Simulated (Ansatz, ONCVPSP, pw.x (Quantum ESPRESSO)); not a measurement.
Si (diamond): variants of one ONCV potential in the solid

ONCVPSP 4.0.1.1 (patched build) input, shortened (lines: element, Z, core and valence counts, functional; n l f; lmax; l rc ep ncon nbas qcut; lloc lpopt rc5 dvloc0; l nproj debl; icmod fcfact rcfact), PBEsol, scalar-relativistic:

```
  Si 14.00    3    2  -116133      upf
    1    0    2.00
    2    0    2.00
    2    1    6.00
    3    0    1.75
    3    1    2.25
    2
    0    1.80    0.00    4    8    4.60
    1    2.40    0.00    4    9    3.10
    2    2.15    0.19    3    8    4.50
    4    3    1.40    4.00
    0    1    3.00
    1    3    0.90
    2    2    3.10
    2    0.20    1.10
```

Crystal test: diamond Si in pw.x 7.5, no spin, 9³ k-points, Fermi–Dirac smearing 0.01 Ry, cutoffs set for each file from its atomic test. The reference is all-electron LAPW (Ansatz 0.2.0) with the same functional, mesh and smearing; V0 and B0 come from Birch–Murnaghan fits to the pressures at five volumes. Errors are pseudo minus all-electron; Δ is the rms difference of the E(V) curves that follow from these fits, minima aligned, over ±6 % about the mean V0. Mesh and smearing are coarse, so the numbers serve the comparison and aren't converged zero-temperature values; the lattice is a test structure that the element need not adopt.

All-electron: a0 = 5.432 Å (V0 = 20.04 Å³/atom), B0 = 93.4 GPa.

Base: The largest radius (2.40 bohr) exceeds half the bond length (2.22 bohr), so the spheres overlap, which is one possible source of error among others.

1 further variants are left out: they gave no file fit for a test, a broken result, the same result as the base, or pressures whose basis-set error rivals the error shown.

| change | cutoffs (Ry) | pw.x | a0 (Å) | a0 error (%) | B0 error (%) | Δ (meV/atom) | mean pressure error (GPa) |
| --- | --- | --- | --- | --- | --- | --- | --- |
| base | 50/200 | converged | 5.429 | -0.06 | -0.2 | 0.8 | -0.18 |
| p: rc 1.7 | 50/200 | converged; bound ghost | 5.427 | -0.10 | -0.3 | 1.3 | -0.29 |
| p: rc 2.06 | 50/200 | converged; bound ghost | 5.427 | -0.09 | -0.3 | 1.2 | -0.26 |
| p: rc 3.3 | 50/200 | converged | 5.422 | -0.19 | +0.1 | 2.3 | -0.53 |

Task: Give the row for: p: rc 2.56.

Result: pw.x: converged; mean pressure error (GPa): -0.14; a0 (Å): 5.429; a0 error (%): -0.05; B0 error (%): -0.3; Δ (meV/atom): 0.6.
